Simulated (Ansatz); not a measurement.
# Te2Mo (P6_3/mmc) in Ansatz: settings compared

Aim: see how the results for Te2Mo move with the level of theory and the settings. Levels: HSE06, PBE0. Tasks: band structure.

Everything below comes from runs of Ansatz 0.2.0. Logs are shortened: lines on timing, memory, paths and dates and some standing lists are left out, and cuts for length are marked.

**Experimental background.**

“Broadband infrared study of pressure-tunable Fano resonance and metallization transition in 2H-MoTe2”, 2022, pmc:9569381 quotes, for a bulk crystal of Te2Mo at 300 K: band gap 0.88 ± 0.05 eV (indirect).

The results are compared with them further down.

## Step 1: The crystal as given

Symmetry: P6_3/mmc, No. 194, hexagonal system. Conventional cell: a = 3.518 Å, b = 3.518 Å, c = 13.974 Å, α = 90.00°, β = 90.00°, γ = 120.00°. Te (site symmetry 3m) is surrounded by 3 Mo at 2.72 Å. Around Mo (site symmetry -6m2) lie 6 Te at 2.72 Å.

## Step 2: Band structure, HSE06

input reads:

```
crystal:
  lattice:
    - [3.5182, 0.0, 0.0]
    - [-1.7591, 3.0468505756, 0.0]
    - [0.0, 0.0, 13.9736]
  atoms:
    - { symbol: Te, position: [0.6666666667, 0.3333333333, 0.379] }
    - { symbol: Te, position: [0.3333333333, 0.6666666667, 0.879] }
    - { symbol: Te, position: [0.6666666667, 0.3333333333, 0.121] }
    - { symbol: Te, position: [0.3333333333, 0.6666666667, 0.621] }
    - { symbol: Mo, position: [0.6666666667, 0.3333333333, 0.75] }
    - { symbol: Mo, position: [0.3333333333, 0.6666666667, 0.25] }
hamiltonian:
  xc: hse06
  pseudopotentials: { kind: paw }
kpoints:
  mp_grid: { grid: [6, 6, 2] }
  band_path:
    path:
      - [[0.0, 0.0, 0.0], [0.5, 0.0, 0.0], [0.3333333333, 0.3333333333, 0.0], [0.0, 0.0, 0.0], [0.0, 0.0, 0.5], [0.5, 0.0, 0.5], [0.3333333333, 0.3333333333, 0.5], [0.0, 0.0, 0.5]]
      - [[0.5, 0.0, 0.5], [0.5, 0.0, 0.0]]
      - [[0.3333333333, 0.3333333333, 0.0], [0.3333333333, 0.3333333333, 0.5]]
    npoints: 4
scf:
  occupations: { method: fermi_dirac, width: 0.05 }
  n_extra_bands: 15
output:
  forces: true
  stress: true
  eigenvalues: true
  fatbands: false
  write_density: true
  write_potential: true
  elf: true
  volumetric_format: npy
```

Potentials or basis: Ansatz PAW.

What it wrote:

```text
Warning: output.stress: scf.convergence.dr2_threshold = 1e-7 eV (the SCF's general default) is looser than the 6e-10 eV advised for a printed stress (1e-10 eV for each atom of the cell: 6). What an SCF threshold leaves in a stress goes as its square root, and in the free energy as the threshold itself, and one threshold admits the most on a small cell: of the crystals measured, under no hybrid functional and no lock of the moments, on runs that ended without the residual-converged pass, on stresses that held no estimate of that error, the worst erred by over 100 MPa in a component at 1e-7 eV an atom and by under 5 at 1e-10. Set scf.convergence.dr2_threshold to 6e-10 eV or tighter. The threshold is an SCF's pass mark: one that does not reach it within its budget of iterations ends unconverged, or closes short of it on a stop that the run arms, and scf.convergence.dr2_threshold's page says what that costs each kind of run
Warning: output.stress: scf.exx.energy_threshold = 1e-6 eV is looser than the 6e-8 eV advised for a stress under a hybrid functional (1e-8 eV for each atom of the cell: 6). Every SCF of the exchange loop can meet its threshold on dr2 while the loop round them stops early: no threshold on dr2 bounds what that leaves in the stress. Set scf.exx.energy_threshold to 6e-8 eV or tighter. The threshold is the loop's pass mark: a loop that does not reach it within its budget of cycles ends unconverged, and scf.exx.energy_threshold's page has the law
scf.n_extra_bands = 15 over 46 filled bands (N_el = 92.0): the run solves 61 bands
GPUs: using 1 of 1 available (devices: 1).
Engine: ansatz 0.2.0, x86_64-unknown-linux-gnu
Pseudopotentials: kind: paw
Pseudopotential: Te, paw, valence charge 16, recommended cutoff 420 eV (normal), Te.paw.azcp
Pseudopotential: Mo, paw, valence charge 14, recommended cutoff 420 eV (normal), Mo.paw.azcp
Functional definition: HSE06
  parameter a = 0.25
  parameter omega = 0.11/bohr
  exchange = pbe_x - a*pbe_x_sr(omega) + a*exact_x_sr(omega)
  correlation = pbe_c
device memory: the entry about to start is reckoned to put 2.0 GiB on a device that reports 77.7 GiB free (of which the cap on the GPU budget leaves the run 18.0 GiB)
GPU FFT provider: cuFFT
GPU libraries: cuBLAS 13.8.2, cuFFT 12.4.0, cuSOLVER 12.3.4
Crystal: 6 atoms, lattice volume = 149.789 Å³
Basis set: ecut = 420 eV, 2909 PW (Γ), exchange–correlation on 48×48×192 points (8 copies of the dense FFT grid, shifted against one another)
Bands: 61, of which v1, the nominal top of the filled ones, is band 46 counted from 1 (45 counted from 0)
Symmetry: 24 space group operations
Space group: P63/mmc (ITA 194), of the structure as read, at distance tolerance 5.3e-5 Å
k-points: 14 of 72
Non-local potential: Te, projectors of the file, l = 0: 2, l = 1: 2, l = 2: 2, l = 3: 2
Non-local potential: Mo, projectors of the file, l = 0: 3, l = 1: 2, l = 2: 2, l = 3: 1
PAW form: soft (Blöchl's): semilocal exchange-correlation on the pseudo side does not see the compensation charge
PAW frozen core: Te, regenerated for the run's functional, and the local potential with it (the file was generated under x = pbe(κ = 0.804, μ = 0.2195149727645171), c = pbe(β = 0.06672455060314922))
PAW frozen core: Mo, regenerated for the run's functional, and the local potential with it (the file was generated under x = pbe(κ = 0.804, μ = 0.2195149727645171), c = pbe(β = 0.06672455060314922))
PAW one-centre angular grid: Te, 590 points (default); XC on 64 Gauss nodes
PAW one-centre angular grid: Mo, 590 points (default); XC on 64 Gauss nodes
Initial density: superposition of atomic densities (neutral atoms: chi_scale 0, normalization atom), corrected by the library's trained network
Initial wavefunctions: pseudopotential atomic-orbital guess
GPU buffer pool allocated for 55296 grid points (all kernels)
GPU transforms: local potential and band sums: pruned to the plane-wave sphere, on 24×24×96
Functional: x = pbe(κ = 0.804, μ = 0.2195149727645171), c = pbe(β = 0.06672455060314922), warm-up for x = pbe(κ = 0.804, μ = 0.2195149727645171) + 0.25 (exact − pbe) at short range (hse, ω = 0.20786987370883472 Å⁻¹), c = pbe(β = 0.06672455060314922); HSE06 as pw.x's `hse` composes it (authors' and Libxc's form: `xc: wpbeh`)
SCF iter   1: F=—  HF=-37833.387292 eV  |F-HF|=—  |Δ(HF+E_count)|=         —  Δρ=4.39e-3  dr2=1.32e-2  ethr=1.77e-3  ⟨swp⟩=11.1  Hψ=3638  notcnv=1
preconditioner: auto → none  [insulator: Δε(μ)=0.828 eV  Ē_g=8.981 eV  σ=0.050 eV  W_gap=1.00  n_scr=52 (ndim 8)  ℏωp=18.2 eV  f_vac=0.021  D(μ)=0.00/eV (n_scr^D=0)]
SCF iter   2: F=—  HF=-37833.402859 eV  |F-HF|=—  |Δ(HF+E_count)|=   1.56e-2  Δρ=3.88e-3  dr2=6.19e-2  ethr=1.44e-5  ⟨swp⟩=6.1  Hψ=2519  notcnv=0  defer=8
SCF iter   3: F=—  HF=-37833.399552 eV  |F-HF|=—  |Δ(HF+E_count)|=   3.31e-3  Δρ=2.56e-3  dr2=2.16e-2  ethr=1.44e-5  ⟨swp⟩=4.4  Hψ=2258  notcnv=0  defer=1
SCF iter   4: F=—  HF=-37833.399503 eV  |F-HF|=—  |Δ(HF+E_count)|=   4.84e-5  Δρ=1.03e-3  dr2=3.12e-3  ethr=1.44e-5  ⟨swp⟩=2.4  Hψ=1518  notcnv=0
iter 5 solved again at ethr=8.52e-8 eV; its pass at ethr=3.39e-6 eV (dr2=7.84e-5 eV) is discarded
SCF iter   5: F=—  HF=-37833.399606 eV  |F-HF|=—  |Δ(HF+E_count)|=   1.03e-4  Δρ=1.77e-4  dr2=6.91e-5  ethr=8.52e-8  ⟨swp⟩=3.1  Hψ=3131  notcnv=0
eigensolver tolerance schedule: the retry pair's looser diagonalisation over-reported the residual by 0.14 of it (diagonalisation noise at 0.14 of the residual, at the tolerance the schedule requests for it); recorded, not acted on — ethr = c·dr2/N_el stays at c = 1.0e-1
SCF iter   6: F=-37833.399621 eV  HF=-37833.399621 eV  |F-HF|=1.40e-9  |Δ(HF+E_count)|=   1.49e-5  Δρ=2.68e-5  dr2=1.13e-6  ethr=7.51e-8  ⟨swp⟩=3.0  Hψ=1570  notcnv=0
[... 23 lines left out ...]
  Residual-converged pass: ⟨swp⟩=3.0  Hψ=1723  notcnv=0  max |occ|·‖R‖ = 6.5e-6 eV (tolerance 6.7e-6 eV)  dr2=1.78e-6  dr2_onsite=8.68e-9  max |Δocc| = 1.3e-14
hybrid outer 1: dexx = +1.605e-2 eV, tail = 2.08e-4 eV
GPU FFT provider: cuFFT
GPU libraries: cuBLAS 13.8.2, cuFFT 12.4.0, cuSOLVER 12.3.4
GPU buffer pool allocated for 55296 grid points (all kernels)
GPU transforms: local potential and band sums: pruned to the plane-wave sphere, on 24×24×96
Exchange kernel: α = 0.2500, screened, ω = 0.2079 Å⁻¹, Wigner–Seitz truncation, v(0) = 1046.0996 eV·Å³, q-mesh 6×6×2, nearest image of the exchange supercell L = 21.11 Å, pair-density grid 15×15×60, without the augmentation charges, whose exchange is taken in its separable form by FFT convolution over the k-point mesh (sized by the pseudopotential files, 24×24×96 at the most), smooth part of the exact exchange by density-matrix convolution in up to 5.15 GiB of GPU memory as planned if the GPU has room (build and FFT work areas not counted)
Frozen-core exchange: fock
SCF iter   1: F=—  HF=-37855.111720 eV  |F-HF|=—  |Δ(HF+E_count)|=         —  Δρ=4.52e-5  dr2=4.97e-6  ethr=1.13e-6  ⟨swp⟩=3.5  Hψ=1734  notcnv=0
preconditioner: auto → none  [insulator: Δε(μ)=1.238 eV  Ē_g=10.173 eV  σ=0.050 eV  W_gap=1.00  n_scr=52 (ndim 8)  ℏωp=18.2 eV  f_vac=0.020  D(μ)=0.00/eV (n_scr^D=0)]
SCF iter   2: F=—  HF=-37855.111723 eV  |F-HF|=—  |Δ(HF+E_count)|=   2.79e-6  Δρ=5.83e-5  dr2=1.84e-5  ethr=5.27e-9  ⟨swp⟩=4.1  Hψ=2209  notcnv=0
SCF iter   3: F=—  HF=-37855.111721 eV  |F-HF|=—  |Δ(HF+E_count)|=   1.99e-6  Δρ=2.16e-5  dr2=1.40e-6  ethr=5.27e-9  ⟨swp⟩=3.3  Hψ=1637  notcnv=0
SCF iter   4: F=—  HF=-37855.111721 eV  |F-HF|=—  |Δ(HF+E_count)|=   2.42e-7  Δρ=6.77e-6  dr2=4.85e-8  ethr=1.49e-9  ⟨swp⟩=2.6  Hψ=1521  notcnv=0  defer=2
SCF iter   5: F=-37855.111721 eV  HF=-37855.111721 eV  |F-HF|=8.95e-10  |Δ(HF+E_count)|=  3.57e-10  Δρ=1.72e-6  dr2=2.05e-9  ethr=5.17e-11  ⟨swp⟩=4.6  Hψ=2491  notcnv=0  defer=2
SCF 3 converged in 5 iterations: F = -37855.111721 eV  dr2 = 2.05e-9
  Residual-converged pass: ⟨swp⟩=3.4  Hψ=2100  notcnv=0  max |occ|·‖R‖ = 7.4e-7 eV (tolerance 7.7e-7 eV)  dr2=2.11e-9  dr2_onsite=6.03e-10  max |Δocc| = 4.4e-16
hybrid outer 2: dexx = +8.603e-7 eV, tail = 2.94e-8 eV, Δε = 1.85e-3 eV (about 5.28e-5 eV left of the loop's levels), ΔF = 3.82e-3 eV/Å (tail 5.21e-4)
device memory: the entry about to start is reckoned to put 1.2 GiB on a device that reports 74.9 GiB free (of which the cap on the GPU budget leaves the run 18.0 GiB)
NSCF: frozen V_eff on 39 k-points
hybrid SCF converged: 2 outer / 14 inner (+6 warm-up), last move |dexx| = 8.60e-7 eV, tail = 2.94e-8 eV
Stability not checked: this state was not tested for a lower state beside it, because the functional holds exact exchange (a hybrid, or Hartree-Fock), whose exchange loop this test does not read (fock_operator; see scf.lower_state_search)
Free energy (F): -37855.111721 eV
Frozen-core exchange: fock
Harris-Foulkes:  -37855.111721 eV  (|F-HF|=8.95e-10)
Internal energy: -37855.111720 eV  (E = F + TS)
E sigma→0 (E₀):  -37855.111721 eV
Entropy (-TS):   -0.000001 eV (-0.000 meV/atom)
Fermi energy:    12.756480 eV
--- Per-component energies (eV) ---
  E_band       = -1339.730493
  E_kinetic    = 1605.416948
  E_local      = -7371.847188  (includes V_loc(G=0)·N_el)
  E_nonlocal   = -961.948625
  E_hartree    = 4131.985922
  E_xc         = -696.269978
  E_vxc        = -701.187739  (∫ρ·V_xc dr)
  E_exx        = -264.743673  (= α·E_x^exact, valence–valence)
  E_paw        = -24979.481566  (= ΣΔE_a)
  E_vpaw       = -1644.648261  (= ΣTr[D̂ρ^β])
  E_aug_tail   = -0.000617  (compensation charges beyond the density's cutoff)
  E_ewald      = -9316.621616
  E_core_change = -1.601326  (= ΣΔE_core)
  E_smearing   = -0.000001  (= −TS)
  E_closure    = -0.000001  (closes the sum)
  Σ components = -37855.111721   (vs F -37855.111721, Δ=0.00e0)
--- Forces (eV/Å), atoms counted from 1 ---
  atom   1  Te     0.00000000    -0.00000000    -0.34252541
  atom   2  Te    -0.00000000     0.00000000    -0.34252541
  atom   3  Te    -0.00000000    -0.00000000     0.34252541
  atom   4  Te    -0.00000000     0.00000000     0.34252541
  atom   5  Mo    -0.00000000    -0.00000000     0.00000000
  atom   6  Mo     0.00000000     0.00000000     0.00000000
  max |Σ_I F_I| component: 5.55e-17 eV/Å
--- Stress (GPa, compression-positive) ---
       -0.677025      -0.000000       0.000000
       -0.000000      -0.677025       0.000000
        0.000000       0.000000      -0.733024
  P = ⅓ Tr σ = -0.6957 GPa (-6.957 kbar)
--- Band table (eV; the first three rows and the last of 14) ---
  k-point 0: bands = ["-52.6882", "-52.6882", "-27.0680", "-27.0680", "-27.0676", "-27.0676", "-27.0541", "-27.0541", "-27.0539", "-27.0539", "-26.9922", "-26.9922", "-26.9903", "-26.9903", "-26.9782", "-26.9782", "-26.9765", "-26.9765", "-26.9663", "-26.9647", "-26.9560", "-26.9544", "-25.4520", "-25.4520", "-25.2677", "-25.2677", "-25.2677", "-25.2677", "-2.2262", "-1.8644", "-1.2553", "-0.6782", "5.5500", "7.0066", "8.6627", "10.0160", "10.0160", "10.0346", "10.0346", "10.9692", "10.9692", "10.9825", "11.0115", "11.0115", "11.7098", "12.1673", "15.6545", "15.6545", "15.7985", "15.7985", "15.9100", "15.9100", "16.2046", "16.2046", "18.7066", "19.1049", "20.0896", "20.6185", "21.3636", "21.9072", "21.9072"]
  k-point 1: bands = ["-52.6882", "-52.6882", "-27.0678", "-27.0678", "-27.0678", "-27.0678", "-27.0540", "-27.0540", "-27.0540", "-27.0540", "-26.9913", "-26.9913", "-26.9913", "-26.9913", "-26.9773", "-26.9773", "-26.9773", "-26.9773", "-26.9656", "-26.9656", "-26.9552", "-26.9552", "-25.4520", "-25.4520", "-25.2677", "-25.2677", "-25.2677", "-25.2677", "-2.0877", "-2.0877", "-0.9287", "-0.9287", "6.1123", "6.1123", "9.8603", "9.8603", "10.0251", "10.0251", "10.0251", "10.0251", "10.9905", "10.9905", "10.9905", "10.9905", "12.0515", "12.0515", "15.6949", "15.6949", "15.6949", "15.6949", "16.0881", "16.0881", "16.0881", "16.0881", "18.9852", "18.9852", "20.8475", "20.8475", "20.9727", "20.9727", "22.1408"]
  k-point 2: bands = ["-52.6850", "-52.6850", "-27.0650", "-27.0646", "-27.0615", "-27.0611", "-27.0599", "-27.0595", "-27.0482", "-27.0480", "-26.9949", "-26.9934", "-26.9929", "-26.9921", "-26.9871", "-26.9855", "-26.9790", "-26.9771", "-26.9634", "-26.9624", "-26.9526", "-26.9513", "-25.4299", "-25.4298", "-25.3157", "-25.3157", "-25.2770", "-25.2770", "-1.7948", "-1.4396", "-0.9388", "-0.4046", "6.0186", "7.4354", "8.4263", "9.1148", "9.2001", "9.7911", "10.3646", "10.4121", "10.4438", "10.5124", "10.7521", "11.0440", "11.6608", "11.7678", "14.4964", "14.7933", "14.8038", "15.0640", "15.0871", "15.4615", "15.8510", "16.2146", "19.4156", "20.0665", "20.6101", "20.6609", "20.8927", "21.0469", "21.4270"]
  k-point 13: bands = ["-52.6738", "-52.6738", "-27.0774", "-27.0774", "-27.0482", "-27.0482", "-27.0408", "-27.0408", "-27.0396", "-27.0396", "-27.0166", "-27.0166", "-27.0003", "-27.0003", "-26.9847", "-26.9847", "-26.9841", "-26.9841", "-26.9582", "-26.9582", "-26.9410", "-26.9410", "-25.4161", "-25.4161", "-25.3739", "-25.3739", "-25.3541", "-25.3541", "0.6163", "0.6163", "0.8374", "0.8374", "6.7902", "6.7902", "6.9180", "6.9180", "7.6837", "7.6837", "8.0784", "8.0784", "9.0592", "9.0592", "9.8599", "9.8599", "11.9607", "11.9607", "13.5775", "13.5775", "14.2826", "14.2826", "15.1637", "15.1637", "16.5439", "16.5439", "17.8059", "17.8059", "18.7929", "18.7929", "20.2721", "20.2721", "21.8725"]
```

Wall time 2.7 min (1 × NVIDIA H100 80GB HBM3 with 2 threads of AMD EPYC 7R13 (Zen 3), shared host); peak memory 3.1 GiB.

What came out:

```yaml
Free_energy: -37855.1117 eV
Pressure: -0.7 GPa
Largest_force: 0.343 eV/Å
Band_gap_on_the_k_mesh: 1.24 eV, indirect (least direct gap 1.46 eV)
Band_gap_along_the_path: 1.24 eV, indirect (least direct gap 1.46 eV)
```

Forces in eV/Å, atoms in the order of the input:
```
Te   0.000  0.000 -0.343
Te   0.000  0.000 -0.343
Te   0.000  0.000  0.343
Te   0.000  0.000  0.343
Mo   0.000  0.000  0.000
Mo   0.000  0.000  0.000
```

Levels at the corners of the path, in eV from the valence-band top:
| point | band 43 | band 44 | band 45 | band 46 | band 47 | band 48 | band 49 | band 50 |
| --- | --- | --- | --- | --- | --- | --- | --- | --- |
| Γ | -1.16 | -1.16 | -0.46 | 0.00 | 3.49 | 3.49 | 3.63 | 3.63 |
| M | -1.17 | -1.10 | -0.72 | -0.41 | 1.74 | 1.81 | 1.98 | 2.36 |
| K | -2.13 | -2.13 | -0.31 | -0.06 | 1.40 | 1.40 | 1.60 | 2.75 |
| Γ | -1.16 | -1.16 | -0.46 | 0.00 | 3.49 | 3.49 | 3.63 | 3.63 |
| A | -1.18 | -1.18 | -0.12 | -0.12 | 3.53 | 3.53 | 3.53 | 3.53 |
| L | -1.12 | -1.12 | -0.57 | -0.57 | 1.77 | 1.77 | 2.19 | 2.19 |
| H | -2.31 | -2.31 | -0.21 | -0.21 | 1.41 | 1.41 | 2.12 | 2.12 |
| A | -1.18 | -1.18 | -0.12 | -0.12 | 3.53 | 3.53 | 3.53 | 3.53 |
| L | -1.12 | -1.12 | -0.57 | -0.57 | 1.77 | 1.77 | 2.19 | 2.19 |
| M | -1.17 | -1.10 | -0.72 | -0.41 | 1.74 | 1.81 | 1.98 | 2.36 |
| K | -2.13 | -2.13 | -0.31 | -0.06 | 1.40 | 1.40 | 1.60 | 2.75 |
| H | -2.31 | -2.31 | -0.21 | -0.21 | 1.41 | 1.41 | 2.12 | 2.12 |

Caveat: spin-orbit coupling is left out, which moves the levels of the heavy elements; this functional lacks dispersion, which binds the layers, so the pressure and a relaxed spacing across them are unreliable; the PAW data sets come from PBE, with cores solved anew for the run's functional, which leaves a small shift of forces and pressure; the thresholds are loose for stress.

## Step 3: Band structure, PBE0

Edit input of step 2 so:

```diff
@@ -13,3 +13,3 @@
 hamiltonian:
-  xc: hse06
+  xc: pbe0
   pseudopotentials: { kind: paw }
@@ -31,5 +31 @@
   fatbands: false
-  write_density: true
-  write_potential: true
-  elf: true
-  volumetric_format: npy
```

Potentials or basis: Ansatz PAW.

Run time: 2.9 min. Hardware: 1 × NVIDIA H100 80GB HBM3 with 2 threads of AMD EPYC 7R13 (Zen 3), shared host; peak memory 3.1 GiB.

The run converged. Its results:

```
Free energy             : -37850.9147 eV
Pressure                : -0.7 GPa
Largest force           : 0.347 eV/Å
Band gap on the k mesh  : 1.88 eV, indirect (least direct gap 2.10 eV)
Band gap along the path : 1.88 eV, indirect (least direct gap 2.10 eV)
```

Forces in eV/Å, atoms in the order of the input:
```
Te   0.000  0.000 -0.347
Te   0.000  0.000 -0.347
Te   0.000  0.000  0.347
Te   0.000  0.000  0.347
Mo   0.000  0.000  0.000
Mo   0.000  0.000  0.000
```

Levels at the corners of the path, in eV from the valence-band top:
```tsv
point	band 43	band 44	band 45	band 46	band 47	band 48	band 49	band 50
Γ	-1.17	-1.17	-0.46	0.00	4.17	4.17	4.32	4.32
M	-1.20	-1.12	-0.72	-0.41	2.41	2.48	2.68	3.07
K	-2.16	-2.16	-0.32	-0.04	2.06	2.06	2.26	3.44
Γ	-1.17	-1.17	-0.46	0.00	4.17	4.17	4.32	4.32
A	-1.19	-1.19	-0.12	-0.12	4.21	4.21	4.21	4.21
L	-1.14	-1.14	-0.57	-0.57	2.44	2.44	2.89	2.89
H	-2.34	-2.34	-0.21	-0.21	2.07	2.07	2.79	2.79
A	-1.19	-1.19	-0.12	-0.12	4.21	4.21	4.21	4.21
L	-1.14	-1.14	-0.57	-0.57	2.44	2.44	2.89	2.89
M	-1.20	-1.12	-0.72	-0.41	2.41	2.48	2.68	3.07
K	-2.16	-2.16	-0.32	-0.04	2.06	2.06	2.26	3.44
H	-2.34	-2.34	-0.21	-0.21	2.07	2.07	2.79	2.79
```

Caveat: spin-orbit coupling is left out, which moves the levels of the heavy elements; this functional lacks dispersion, which binds the layers, so the pressure and a relaxed spacing across them are unreliable; the PAW data sets come from PBE, with cores solved anew for the run's functional, which leaves a small shift of forces and pressure; the thresholds are loose for stress.

## Step 4: Comparison with measurements

Step 2. Against the measured gap of Te2Mo, 0.88 eV (indirect; 300 K; quoted in “Broadband infrared study of pressure-tunable Fano resonance and metallization transition in 2H-MoTe2”, 2022, pmc:9569381), the calculated 1.24 eV is off by +0.36 eV. Spin-orbit coupling on Mo, Te is left out. The value is that of HSE06, without temperature or zero-point motion.

Step 3. A measured gap of Te2Mo is 0.88 eV (indirect; 300 K; quoted in “Broadband infrared study of pressure-tunable Fano resonance and metallization transition in 2H-MoTe2”, 2022, pmc:9569381); the calculated 1.88 eV misses it by +1.00 eV. So large a miss can be the level of theory's own, or it may mean another phase, state or a wrong row. Spin-orbit coupling on Mo, Te is left out. The value is that of PBE0, without temperature or zero-point motion.
